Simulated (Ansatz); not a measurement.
A run of Ansatz 0.2.0 is set up as follows.

File input.yaml:

```yaml
crystal:
  lattice:
    - [4.4620250523, 0.0, 0.0]
    - [-2.2310125262, 3.8642270477, 0.0]
    - [0.0, 0.0, 6.05529259]
  atoms:
    - { symbol: Ba, position: [0.3333333333, 0.6666666667, 0.25] }
    - { symbol: Ba, position: [0.6666666667, 0.3333333333, 0.75] }
    - { symbol: H, position: [0.0, 0.0, 0.0] }
    - { symbol: H, position: [0.0, 0.0, 0.5] }
    - { symbol: H, position: [0.6666666667, 0.3333333333, 0.25] }
    - { symbol: H, position: [0.3333333333, 0.6666666667, 0.75] }
hamiltonian:
  xc: pbesol
  pseudopotentials: { kind: paw }
kpoints:
  mp_grid: { grid: [7, 7, 5] }
  band_path:
    path:
      - [[0.0, 0.0, 0.0], [0.5, 0.0, 0.0], [0.3333333333, 0.3333333333, 0.0], [0.0, 0.0, 0.0], [0.0, 0.0, 0.5], [0.5, 0.0, 0.5], [0.3333333333, 0.3333333333, 0.5], [0.0, 0.0, 0.5]]
      - [[0.5, 0.0, 0.5], [0.5, 0.0, 0.0]]
      - [[0.3333333333, 0.3333333333, 0.0], [0.3333333333, 0.3333333333, 0.5]]
    npoints: 14
scf:
  occupations: { method: fermi_dirac, width: 0.05 }
  n_extra_bands: 15
output:
  forces: true
  stress: true
  eigenvalues: true
  fatbands: true
```

Potentials or basis: Ansatz PAW.

Command:

```sh
$ ansatz run input.yaml --threads 2 --pin off --max-ram 5632MiB --backend cpu --events-out ev --progress --plain --runs-dir out
```

Problem. Predict the pressure.

Solution. -2.3 GPa.

Problem. Estimate the band gap on the k mesh.

Solution. 1.78 eV, indirect (least direct gap 2.65 eV).

Problem. Estimate the band gap along the path.

Solution. 1.56 eV, indirect (least direct gap 2.64 eV).

Levels at the corners of the path, in eV from the valence-band top:
| point | band 10 | band 11 | band 12 | band 13 | band 14 | band 15 |
| --- | --- | --- | --- | --- | --- | --- |
| Γ | -2.89 | -0.43 | 0.00 | 2.80 | 2.80 | 3.78 |
| M | -2.16 | -1.57 | -1.51 | 2.61 | 3.80 | 3.86 |
| K | -1.90 | -1.86 | -1.69 | 3.21 | 3.21 | 4.27 |
| Γ | -2.89 | -0.43 | 0.00 | 2.80 | 2.80 | 3.78 |
| A | -3.19 | -0.44 | -0.44 | 2.67 | 2.67 | 2.67 |
| L | -2.22 | -1.28 | -1.28 | 2.35 | 2.35 | 3.89 |
| H | -1.69 | -1.46 | -1.46 | 1.56 | 1.56 | 4.36 |
| A | -3.19 | -0.44 | -0.44 | 2.67 | 2.67 | 2.67 |
| L | -2.22 | -1.28 | -1.28 | 2.35 | 2.35 | 3.89 |
| M | -2.16 | -1.57 | -1.51 | 2.61 | 3.80 | 3.86 |
| K | -1.90 | -1.86 | -1.69 | 3.21 | 3.21 | 4.27 |
| H | -1.69 | -1.46 | -1.46 | 1.56 | 1.56 | 4.36 |

Caveat: the k mesh misses the band edges, so the gap on the mesh is wider than the one along the path; spin-orbit coupling is left out, which moves the levels of the heavy elements; the PAW data sets come from PBE, with cores solved anew for the run's functional, which leaves a small shift of forces and pressure. PBEsol gaps usually lie below the measured ones, often by a third to a half.
